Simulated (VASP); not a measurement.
GeSe:

```xyz
8
Lattice="10.7900 0.0000 0.0000 0.0000 3.8200 0.0000 0.0000 0.0000 4.3800" Properties=species:S:1:pos:R:3 pbc="T T T"
Ge    1.3056    2.8650    3.9157
Ge    6.7006    2.8650    2.6543
Ge    4.0894    0.9550    1.7257
Ge    9.4844    0.9550    0.4643
Se    9.1931    2.8650    2.1769
Se    3.7981    2.8650    0.0131
Se    6.9919    0.9550    4.3669
Se    1.5969    0.9550    2.2031
```

| Item | Value |
| --- | --- |
| Program | VASP 6.6.1 |
| Task | relaxation of cell and atoms |
| Functional | PBE |
| Dispersion | D3(BJ) |
| Potentials or basis | VASP PAW PBE potentials, release 64 (Ge_d, Se) |
| Cutoff | 600 eV |
| k mesh | 4 × 8 × 6 |
| Occupations | gaussian, width 0.03 eV |
| Spin | no spin polarisation |

At the start: pressure 3.3 GPa; volume 22.57 Å³/atom.

Problem. How do energy, volume and symmetry change on relaxing?

Solution. Over 25 steps the energy falls by 11.7 meV/atom and the volume is 23.52 Å³/atom (+4.2 %); space group Pnma (No. 62, to 0.05 Å).

Step by step:
| step | energy change (eV) | largest force (eV/Å) | pressure (GPa) | volume (Å³) |
| --- | --- | --- | --- | --- |
| 1 | 0.0000 | 0.2543 | 3.31 | 180.53 |
| 2 | -0.0416 | 0.2877 | -2.39 | 193.00 |
| 3 | -0.0841 | 0.1310 | -0.08 | 187.88 |
| 4 | -0.0841 | 0.1262 | -0.02 | 187.73 |
| 5 | -0.0878 | 0.0880 | 0.00 | 187.88 |
| 6 | -0.0900 | 0.0458 | 0.02 | 188.07 |
| 7 | -0.0901 | 0.0431 | 0.06 | 188.10 |
| 8 | -0.0912 | 0.0347 | -0.05 | 188.44 |
| 9 | -0.0912 | 0.0360 | -0.21 | 188.86 |
| 10 | -0.0914 | 0.0347 | -0.19 | 188.67 |
| 11 | -0.0920 | 0.0429 | 0.00 | 188.33 |
| 12 | -0.0921 | 0.0472 | 0.14 | 188.14 |
| 13 | -0.0926 | 0.0377 | 0.09 | 188.16 |
| 14 | -0.0932 | 0.0185 | 0.04 | 188.20 |
| 15 | -0.0934 | 0.0170 | -0.06 | 188.33 |
| 16 | -0.0934 | 0.0168 | -0.04 | 188.37 |
| 17 | -0.0934 | 0.0168 | -0.09 | 188.43 |
| 18 | -0.0935 | 0.0168 | -0.04 | 188.34 |
| 19 | -0.0936 | 0.0184 | 0.02 | 188.17 |
| 20 | -0.0936 | 0.0183 | 0.11 | 188.14 |
| 21 | -0.0936 | 0.0183 | -0.02 | 188.16 |
| 22 | -0.0936 | 0.0183 | 0.06 | 188.15 |
| 23 | -0.0937 | 0.0132 | 0.01 | 188.18 |
| 24 | -0.0937 | 0.0124 | -0.02 | 188.22 |
| 25 | -0.0938 | 0.0096 | 0.01 | 188.18 |

Final structure:
```xyz
8
Lattice="10.9597 0.0000 0.0000 0.0000 3.8818 0.0000 0.0000 0.0000 4.4232" Properties=species:S:1:pos:R:3 pbc="T T T"
Ge    1.3473    2.9114    3.9370
Ge    6.8272    2.9114    2.6977
Ge    4.1326    0.9705    1.7255
Ge    9.6124    0.9705    0.4861
Se    9.3651    2.9114    2.2056
Se    3.8853    2.9114    0.0060
Se    7.0745    0.9705    4.4172
Se    1.5946    0.9705    2.2176
```
